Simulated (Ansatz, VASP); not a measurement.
In: VASP beside Ansatz

The input INCAR:

```
SYSTEM = In
PREC = Accurate
ENCUT = 520
EDIFF = 1E-7
ISMEAR = -1
SIGMA = 0.05
LREAL = .FALSE.
LASPH = .TRUE.
NELM = 100
ALGO = Normal
ISIF = 2
LWAVE = .FALSE.
LCHARG = .FALSE.
GGA = PS
NBANDS = 20
```

File KPOINTS:

```
regular mesh
0
G
  9 9 5
  0 0 0
```

Contents of POSCAR:

```
In
1.0
    3.3793777732      0.0000000000      0.0000000000
   -1.6896888866      2.9266270006      0.0000000000
    0.0000000000      0.0000000000      5.5816399564
In
2
Direct
    0.6666666667      0.3333333333      0.7500000000
    0.3333333333      0.6666666667      0.2500000000
```

The input input.yaml:

```yaml
crystal:
  lattice:
    - [3.3793777732, 0.0, 0.0]
    - [-1.6896888866, 2.9266270006, 0.0]
    - [0.0, 0.0, 5.5816399564]
  atoms:
    - { symbol: In, position: [0.6666666667, 0.3333333333, 0.75] }
    - { symbol: In, position: [0.3333333333, 0.6666666667, 0.25] }
hamiltonian:
  xc: pbesol
  pseudopotentials: { kind: paw }
kpoints:
  mp_grid: { grid: [9, 9, 5] }
scf:
  occupations: { method: fermi_dirac, width: 0.05 }
output:
  forces: true
  stress: true
  eigenvalues: true
```

Change from the starting cell: volume scaled by 1.04.

Alike in both runs: task single point; functional PBEsol; k mesh 9 × 9 × 5; occupations fermi-dirac, width 0.05 eV; no spin polarisation.

|  | VASP | Ansatz |
| --- | --- | --- |
| version | VASP 6.6.1 | Ansatz 0.2.0 |
| potentials or method | VASP PAW PBE potentials, release 64 (In_d) | Ansatz PAW |
| plane-wave cutoff (eV) | 520 | 420 |
| valence electrons in the cell | 26 | 26 |

```csv
,VASP,Ansatz,Ansatz less VASP
gap on the k mesh at the Fermi level (eV),none,none,-
pressure (GPa),-2.6,-2.6,+0.04
largest component of the traceless stress (GPa),0.19,0.19,-0.002
```

A gap of «none» marks a metal or a gap that the smearing closes.

Caveats: the PAW data sets were made with another functional, which shifts forces and pressure a little (VASP); the PAW data sets come from PBE, with cores solved anew for the run's functional, which leaves a small shift of forces and pressure (Ansatz).
